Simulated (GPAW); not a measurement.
Consider zinc-blende (AlAs)1-x(InAs)x, x = 0.875.

```xyz
16
Lattice="0.0000 6.0084 6.0084 6.0084 0.0000 6.0084 6.0084 6.0084 0.0000" Properties=species:S:1:pos:R:3 pbc="T T T"
In   12.0030    6.0011    6.0037
As    1.4959    1.4930    1.5005
In    9.0027    3.0080    6.0128
As    4.5582    4.4457    1.5634
In    9.0157    6.0120    3.0116
As    4.5632    1.5659    4.4493
Al    6.0083    9.0089    9.0071
As    7.4510    4.4446    4.4410
In    0.0120    3.0044    3.0088
As    1.5105    4.5014    4.5159
In    9.0039    6.0094    9.0064
As    4.4964    7.5199    4.4982
In    9.0207    9.0084    6.0267
As    4.5188    4.5114    7.5191
In    6.0037    6.0089    5.9892
As    7.4424    7.5622    7.5615
```

Absorber: atom 2, with 4 In at 2.60 Å (tetrahedral). Method: GPAW, LDA, excited-electron core hole (neutral cell), 16-atom cell with 8.5 Å between holes, 4×4×4 k points, dipole transitions, Gaussian full width 2.14 eV up to 4 eV, rising linearly to 3.5 eV at 25 eV.

**Question.** Where do the maxima of the As K edge fall?

Main maxima up to 27 eV above the zero (height): 3.4 eV (1.57), 12.4 eV (0.86) and 21.8 eV (0.99). A K edge sees empty p states on the absorber. 

The As K spectrum (energy from the lowest empty level; intensity scaled to a mean of 1 over the first 20 eV):

```csv
E (eV),intensity
-2.00,0.02
-1.25,0.12
-0.50,0.43
0.25,0.90
1.00,1.24
1.75,1.35
2.50,1.47
3.25,1.57
4.00,1.51
4.75,1.42
5.50,1.40
6.25,1.34
7.00,1.20
7.75,0.97
8.50,0.74
9.25,0.62
10.00,0.65
10.75,0.75
11.50,0.83
12.25,0.86
13.00,0.85
13.75,0.83
14.50,0.82
15.25,0.79
16.00,0.76
16.75,0.72
17.50,0.73
18.25,0.79
19.00,0.88
19.75,0.94
20.50,0.97
21.25,0.99
22.00,0.99
22.75,0.96
23.50,0.89
24.25,0.81
25.00,0.75
25.75,0.75
26.50,0.82
27.25,0.93
28.00,1.03
```

The script folds with a Gaussian, whereas the core hole's own line is a Lorentzian, so the onset is too steep and the first peak too high.

[Banner, clock and machine lines of the logs are left out without a mark of their own.]

[Logs are printed without paths, hosts, clocks, repeated set-up lines and the standing remarks that a program may print on its own settings, such as how far it seeks lower states.]

[Hosts, paths, dates, database ids (printed as entryN), source tags and the programs' standing remarks are cut or masked in the printed files.]

[Lists of maxima count a maximum above −3 eV only where it reaches 4 % of the highest in the window and stands out from its surroundings by 2 % of it (1.5 % where it reaches 55 %); shoulders and weaker maxima are passed over, and of the rest the first, up to two pre-edge ones and the few strongest are named.]
